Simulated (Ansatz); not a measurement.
## Fluorite SrF2

Calculation: G0W0@HSE06 in Ansatz (plane waves, hard PAW, contour deformation, complete-basis limit).

Numerical settings: largest k mesh 8×8×8 (not extrapolated in the mesh).

Cell: measured lattice: a = b = c = 5.800 Å, α = β = γ = 90.00°.

```
Property    Result
--------  --------
band gap  11.62 eV
```

Measured, for comparison: band gap 11.1 eV (temperature not stated, not corrected to a static lattice; as tabulated in Aguado et al. (1999), arXiv:cond-mat/9901145).

Note: GW on a hybrid start was not checked against another program; cell and atoms aren't relaxed at this level; the gap holds a correction of +0.75 eV to the complete basis.

Spin–orbit coupling is not included.

Computed values are for the static lattice.

Ansatz is a first-principles code.
